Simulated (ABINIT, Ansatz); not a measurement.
Planning a run of ABINIT 10.8.3 on KF (Carobbiite). The input:

```
acell 3*1.0 Angstrom
rprim 
  -0.000000000000 2.671850000000 2.671850000000
  2.671850000000 -0.000000000000 2.671850000000
  2.671850000000 2.671850000000 0.000000000000
ntypat 2
znucl 19 9
natom 2
typat 1 2
xred 
  0.000000000000 0.000000000000 0.000000000000
  0.500000000000 0.500000000000 0.500000000000
pp_dirpath "pseudos"
pseudos "K.upf, F.upf"
ecut 36
ngkpt 4 4 4
nshiftk 1
shiftk 0 0 0
kptopt 1
chksymbreak 0
irdden 1
istwfk *1
nband 298
prtvol 0
optdriver 6
gwr_task "HDIAGO"
paral_kgb 0
occopt 1
indata_prefix "in"
outdata_prefix "out"
tmpdata_prefix "tmp"
```

```sh
OMP_NUM_THREADS=1 mpirun -n 8 abinit run.abi > log
```

**Question.** Estimate wall time and host memory on 8 MPI ranks of Arm Neoverse V1, shared host.

It took 19 s; on shared hardware allow 9.3 s to 37 s. Peak host memory was 3.5 GiB.

[Paths, hosts, dates, memory and timing lines, banners, echoed tables and standing remarks are left out of the program output.]

[Logs are printed without paths, hosts, clocks, repeated set-up lines and the standing remarks that a program may print on its own settings, such as how far it seeks lower states.]

[Runs of the session that timed out or met a known fault of the program may be left out.]

[Hosts, paths, dates, database ids (printed as entryN), source tags and the programs' standing remarks are cut or masked in the printed files.]

[G0W0 gaps are taken among the corrected bands and points alone; a level outside them can change the order at an edge.]

[Where Ansatz stands beside ABINIT at settings called matched, ABINIT's density can come from a denser mesh and the files from another edition; pairs whose starting gaps differed by over 0.03 eV were left out, so agreement reads better than it is.]
